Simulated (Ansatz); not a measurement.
# ZnS (Wurtzite-4H) under changes of volume

One of the cells (19.805 Å³/atom); the others are scaled copies at fixed shape and fractional positions:

```
Zn S
1.0
     3.82270    0.00000    0.00000
    -1.91135    3.31056    0.00000
     0.00000    0.00000   12.52000
Zn S
4 4
Direct
  0.66667 0.33333 0.75000
  0.33333 0.66667 0.25000
  0.00000 0.00000 0.50000
  0.00000 0.00000 0.00000
  0.66667 0.33333 0.93750
  0.33333 0.66667 0.43750
  0.00000 0.00000 0.68750
  0.00000 0.00000 0.18750
```

* Program: Ansatz 0.2.0
* Functional: RPBE
* Potentials or basis: Ansatz PAW
* Cutoff: 420 eV (not typed: the program's choice for these potentials)
* k mesh: 8 × 8 × 3
* Occupations: fermi-dirac, width 0.05 eV
* Spin: no spin polarisation

```tsv
volume (Å³/atom)	energy over the lowest point (meV/atom)	pressure (GPa)	gap on the mesh (eV)	largest force (eV/Å)
18.617	61.54	9.4	2.57	0.059
19.013	40.77	7.4	2.48	0.053
19.409	?	?	?	?
19.805	13.12	3.9	2.30	0.043
20.202	5.35	2.4	2.21	0.038
20.598	1.10	1.1	2.13	0.034
20.994	0.00	-0.2	2.05	0.030
```

Task: What does the run at 19.409 Å³/atom give?

Result: Energy over the lowest point 24.78 meV/atom; pressure 5.6 GPa; gap on the mesh 2.39 eV; largest force 0.048 eV/Å.

Worked out: A Birch-Murnaghan fit of order 3 (a polynomial in V^(-2/3)) to the other rows has its minimum at 20.94 Å³/atom with B0 = V·E''(V) = 62 GPa and B' = 4.4 at fixed shape and positions, which overstates the stiffness. It gives 24.79 meV/atom at 19.409 Å³/atom, against the run's 24.78, and -dE/dV = 5.6 GPa, against 5.6. A straight line through the other rows of the gap, of slope -4.35 eV per unit of ln V (its deformation potential), gives 2.39 eV, against the run's 2.39.

Energies are extrapolated to zero smearing.

Caveats: odd divisions of the mesh miss points on the zone boundary, where band edges often lie, so the gap on the mesh can be too wide; the PAW data sets come from PBE, with cores solved anew for the run's functional, which leaves a small shift of forces and pressure.

A mesh can miss the band edges.
